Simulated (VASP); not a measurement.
Write the native input for VASP 6.6.1 that does the following.

| Item | Value |
| --- | --- |
| Task | single point |
| Functional | PBE |
| Dispersion | D3(BJ) |
| Potentials or basis | VASP PAW PBE potentials, release 64 (S, Mo_sv) |
| Cutoff | 520 eV |
| k mesh | 12 × 12 × 1 |
| Occupations | gaussian, width 0.01 eV |
| Spin | no spin polarisation |
| Dipole correction | no |
| Further INCAR settings | ALGO = Fast; EDIFF = 1e-06; NBANDS = 20 |

The structure of MoS2 lies in POSCAR:

```
MoS2
1.0
    3.1600000000      0.0000000000      0.0000000000
   -1.5800000000      2.7366402760      0.0000000000
    0.0000000000      0.0000000000     18.1200000000
S Mo
2 1
Direct
    0.3333333333      0.6666666667      0.4139072848
    0.3333333333      0.6666666667      0.5860927152
    0.6666666667      0.3333333333      0.5000000000
```

The cell was built by a generator and needn't be a form met in nature.

One way to write it, as run:

INCAR

```
PREC = Accurate
ENCUT = 520
EDIFF = 1E-6
ISMEAR = 0
SIGMA = 0.01
LREAL = F
LASPH = T
NELM = 100
ALGO = Fast
ISIF = 2
LWAVE = F
LCHARG = T
GGA = PE
IVDW = 12
LELF = T
LVHAR = T
NBANDS = 20
```

KPOINTS

```
Automatic mesh
0
Gamma
  12 12 1
```

Potentials or basis: VASP PAW PBE potentials, release 64 (S, Mo_sv).

Command:

```console
$ cat potpaw_PBE.64/S/POTCAR potpaw_PBE.64/Mo_sv/POTCAR > POTCAR
$ mpirun -np 1 vasp_std > vasp.out
```

It gave:

```
Largest force              : 0.091 eV/Å
Band gap on the k mesh     : 1.75 eV, direct
Dispersion energy per atom : -0.319 eV
```

It took 73 s on 1 thread of Intel(R) Xeon(R) Platinum 8488C (Sapphire Rapids), with other jobs on the host, peak memory 0.29 GiB.
